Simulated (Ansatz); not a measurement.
A (110) slab of InP (Fm-3m (No. 225)), 6 planes, outer planes InP (top) and InP (bottom), with 12 atoms (In6P6) in a surface cell of A = 21.705 Å², as cut from the bulk:

```
CELL_PARAMETERS angstrom
3.91760 0.00000 0.00000
0.00000 5.54032 0.00000
0.00000 0.00000 24.79400
ATOMIC_POSITIONS crystal
In 0.50000 0.50000 0.30249
P 0.50000 0.00000 0.30249
In 0.00000 0.00000 0.38150
P 0.00000 0.50000 0.38150
In 0.50000 0.50000 0.46050
P 0.50000 0.00000 0.46050
In 0.00000 0.00000 0.53950
P 0.00000 0.50000 0.53950
In 0.50000 0.50000 0.61850
P 0.50000 0.00000 0.61850
In 0.00000 0.00000 0.69751
P 0.00000 0.50000 0.69751
```

The calculation used DFT PBE, scalar-relativistic, plane waves, PAW (Ansatz). Settings: cutoff 420 eV, Γ-centred mesh 9×6×1 on the computed 12-atom cell, Gaussian smearing of 0.10 eV; no spin polarisation. The cell repeats along c with a dipole correction in the vacuum.

Against the same 12 atoms in the bulk, the slab as cut lies 1.714 eV higher and the relaxed slab 1.518 eV higher.

**Question.** Work out the surface energy before and after relaxation.

**Answer.** The slab has two faces, so γ = (E_slab − N·E_bulk)/(2A), the mean of both. As cut: 1.714/(2 × 21.705) = 0.0395 eV/Å², and 1 eV/Å² = 16.02 J/m², so γ = 0.63 J/m². Relaxed: 1.518/(2 × 21.705) = 0.0350 eV/Å² = 0.56 J/m². Relaxation recovers 11 % of the cost of cutting.

**Question.** What is the ideal work of this cut, per area?

**Answer.** Griffith's ideal work is 2γ: 1.27 J/m² if the new faces stay rigid, 1.12 J/m² if they relax. One thickness was run, 6 planes, so γ can still shift with it.

The reference crystal is the rock-salt form of InP, which isn't its usual structure.